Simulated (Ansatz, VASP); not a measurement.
LiF in VASP and in Ansatz

Contents of INCAR:

```
SYSTEM = LiF
ALGO     = Normal         ! electronic algorithm
EDIFF    = 1E-6           ! SCF threshold, eV
ENCUT    = 520            ! plane-wave cutoff, eV
GGA      = PS             ! functional
ISIF     = 2              ! what is computed and relaxed
ISMEAR   = 1              ! smearing method
LASPH    = .TRUE.         ! aspherical terms in the spheres
LCHARG   = .TRUE.         ! write CHGCAR
LELF     = .TRUE.         ! ELF
LREAL    = .FALSE.        ! projectors in reciprocal space
LVHAR    = .TRUE.       
LWAVE    = .FALSE.        ! write WAVECAR
NBANDS   = 12             ! bands
NELM     = 100            ! most SCF steps
PREC     = Accurate       ! precision mode
SIGMA    = 0.05           ! smearing width, eV
```

KPOINTS

```
k-points
0
G
  8 8 8
  0 0 0
```

The input POSCAR:

```
LiF
1.0
    2.5162584438      0.0000000000      0.0000000000
    0.0000000000      2.5162584438      0.0000000000
    0.0000000000      0.0000000000      2.5162584438
Li F
1 1
Direct
    0.0000000000      0.0000000000      0.0000000000
    0.5000000000      0.5000000000      0.5000000000
```

Input for Ansatz:

```yaml
crystal:
  lattice:
    - [2.5162584438, 0.0, 0.0]
    - [0.0, 2.5162584438, 0.0]
    - [0.0, 0.0, 2.5162584438]
  atoms:
    - { symbol: Li, position: [0.0, 0.0, 0.0] }
    - { symbol: F, position: [0.5, 0.5, 0.5] }
kpoints:
  mp_grid: { grid: [8, 8, 8] }
hamiltonian:
  xc: pbesol
scf:
  occupations: { method: methfessel_paxton, width: 0.05 }
  n_extra_bands: 4
output:
  forces: true
  stress: true
  eigenvalues: true
```

Alike in both runs: task single point; functional PBEsol; k mesh 8 × 8 × 8; occupations methfessel-paxton of order 1, width 0.05 eV; no spin polarisation.

|  | VASP | Ansatz |
| --- | --- | --- |
| version | VASP 6.6.1 | Ansatz 0.2.0 |
| potentials or method | VASP PAW PBE potentials, release 64 (Li_sv, F) | plane waves |
| plane-wave cutoff (eV) | 520 | 420 |
| valence electrons in the cell | 10 | 10 |

Ansatz gave:

```
gap on the k mesh at the Fermi level (eV) : 7.80
```

Problem. What did VASP give for the same quantities?

Solution. gap on the k mesh at the Fermi level (eV): 7.81.

The functional is the same, so the differences come from potentials, cutoffs and numerics.

 Expect the measured gap to be larger: semilocal functionals such as PBEsol lack the derivative discontinuity. A k mesh can miss the band edges.
